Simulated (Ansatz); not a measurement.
All numbers below come from DFT PBE, scalar-relativistic, plane waves, PAW in Ansatz 0.2.0. All cells share a 420 eV cutoff and Γ-centred k meshes spaced at most about 0.3 Å⁻¹ (about 0.25 or finer for metals, 2π included). No spin polarisation.

Temperature and zero-point effects are left out.

Two relaxed structures of InGa3P4:

A.

```xyz
8
Lattice="3.7245 -5.2677 0.0000 3.7245 5.2677 0.0000 0.0000 0.0000 3.7106" Properties=species:S:1:pos:R:3 pbc="T T T"
In    0.0000    0.0000    1.8553
Ga    1.8623    2.6339    0.0000
Ga    3.7245    0.0000    1.8553
Ga    1.8623   -2.6339    0.0000
P     5.4695    0.0000    0.0000
P     3.7245   -2.5583    1.8553
P     3.7245    2.5583    1.8553
P     1.9796    0.0000    0.0000
```

B.

```xyz
8
Lattice="3.9654 0.0000 0.0000 0.0000 3.9654 0.0000 0.0000 0.0000 11.2880" Properties=species:S:1:pos:R:3 pbc="T T T"
In    1.9827    1.9827    0.0000
Ga    0.0000    0.0000    8.3559
Ga    0.0000    0.0000    2.9322
Ga    1.9827    1.9827    5.6440
P     1.9827    0.0000    9.6980
P     0.0000    1.9827    1.5900
P     1.9827    0.0000    4.2889
P     0.0000    1.9827    6.9991
```

**Question.** Which form is favoured at zero pressure, and by what margin per atom?

**Answer.** B is lower, by 0.37 eV/atom. A has In and Ga ordered on rock salt sites, space group Cmmm (No. 65), 18.2 Å³/atom and no gap on its mesh; B has In and Ga ordered on zinc blende sites, space group P-4m2 (No. 115), 22.2 Å³/atom and a gap of 1.11 eV. Counting P atoms around Ga and In (those within 1.25 times the shortest such distance or 1.15 times the sum of covalent radii, 1.27 where that leaves under three), A has In 6, Ga 6 and B has In 4, Ga 4. The lower one is the more open, so pressure narrows the difference. Both come from invented guesses. Shaken at random and relaxed again, B came back. The lowest form computed isn't among them: it has In and Ga ordered on zinc blende sites, space group I-42m (No. 121), 22.2 Å³/atom and lies 5 meV/atom below the best shown. Checks on B: phonons real on a 2×2×1 q mesh, imaginary between its points (to 18i cm⁻¹, which can come from the interpolation).

Kohn–Sham gaps at this level usually fall short of measured ones. Cells without such a test can be saddle points. Some types were kept out of the candidates beforehand, so the set may lack a known form.
